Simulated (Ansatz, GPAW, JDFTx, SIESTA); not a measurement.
One calculation of BP, 6 ways

```xyz
2
Lattice="0.0000 2.2690 2.2690 2.2690 0.0000 2.2690 2.2690 2.2690 0.0000" Properties=species:S:1:pos:R:3 pbc="T T T"
P     3.4035    3.4035    3.4035
B     0.0000    0.0000    0.0000
```

Alike in all runs: task band structure; functional BLYP; k mesh 10 × 10 × 10; occupations fermi-dirac, width 0.05 eV; no spin polarisation; no spin-orbit coupling. Pressure is positive in compression and, in plane waves, holds the error of the finite cutoff. Gaps are the smaller of the mesh's and the band path's.

```csv
program and potentials,plane-wave cutoff (eV),notes,band gap (eV),pressure (GPa)
"SIESTA, files PseudoDojo sr-pbe-0.4.1-standard, DZP (energy shift 0.003 Ry)",-,atomic basis; potentials made for PBE,1.54,10.79
"SIESTA, files PseudoDojo sr-pbe-0.4.1-standard, DZP (energy shift 0.002 Ry)",-,atomic basis; potentials made for PBE,1.55,10.80
"GPAW, PAW data sets generated for this functional",800,-,1.51,6.21
"JDFTx, PseudoDojo-SR-PBE-0.5-standard",1034,potentials made for PBE,1.53,-
"Ansatz, all-electron LAPW, scalar-relativistic",-,-,1.51,6.09
"JDFTx, PseudoDojo-SR-PBE-0.5-standard with smoothed tails",1034,potentials made for PBE,1.53,-
```

The band gap spans 1.51 (GPAW, PAW data sets generated for this functional) to 1.55 eV (SIESTA, files PseudoDojo sr-pbe-0.4.1-standard, DZP (energy shift 0.002 Ry)), with all-electron results at 1.51. The pressure spans 6.09 (Ansatz, all-electron LAPW, scalar-relativistic) to 10.80 GPa (SIESTA, files PseudoDojo sr-pbe-0.4.1-standard, DZP (energy shift 0.002 Ry)), with all-electron results at 6.09. The paths' points differ, which is worth about 0.01 eV. Rows in atomic bases carry the error of their basis and grid, which can be large.

The functional is the same throughout but for its coding, so the spread measures potentials, basis and numerics; runs on potential files found faulty are left out.
